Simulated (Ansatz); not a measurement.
## WC, one cell by several methods

```
CELL_PARAMETERS angstrom
2.90050 0.00000 0.00000
-1.45025 2.51191 0.00000
0.00000 0.00000 2.82900
ATOMIC_POSITIONS crystal
W 0.00000 0.00000 0.00000
C 0.68589 0.34741 0.50000
```

Atom numbers follow the list: W1, C2.

The cell comes from COD entry 2102244, which wasn't checked; take it as a given geometry. The listed cell was then made from it by scaling, straining or moving an atom.

No spin–orbit coupling, which matters for the heavy atoms here.

All numbers are computed: DFT, PBE, PAW with Ansatz's default frozen-core files, scalar-relativistic (Ansatz 0.2.0); DFT, PBE, all-electron LAPW, scalar-relativistic (Ansatz 0.2.0).

For PAW: a Γ-centred 13×13×12 k mesh, Fermi–Dirac smearing of 0.05 eV, cutoff 420 eV, no spin polarisation. LAPW targets a basis error of 1 meV/atom. The Ansatz runs share mesh, smearing and spin set-up. Plane-wave (PAW) pressures include the program's estimate of the Pulay term.

Stress and pressure are positive in compression.

The change that made this cell: atom 2 (C) moved by (0.0354, 0.0354, 0.0000) Å.

PAW results:

| quantity | PAW |
| --- | --- |
| pressure (GPa) | 8.82 |
| stress xx (GPa) | 7.00 |
| stress yy (GPa) | 10.19 |
| stress zz (GPa) | 9.28 |
| stress xy (GPa) | -1.52 |
| force on W1, y (eV/Å) | 0.567 |
| force on C2, y (eV/Å) | -0.567 |

Q: What does LAPW (all electrons) give for the same quantities?

A: 
```tsv
quantity	LAPW
pressure (GPa)	8.91
stress xx (GPa)	7.08
stress yy (GPa)	10.28
stress zz (GPa)	9.37
stress xy (GPa)	-1.52
force on W1, y (eV/Å)	0.566
force on C2, y (eV/Å)	-0.566
```
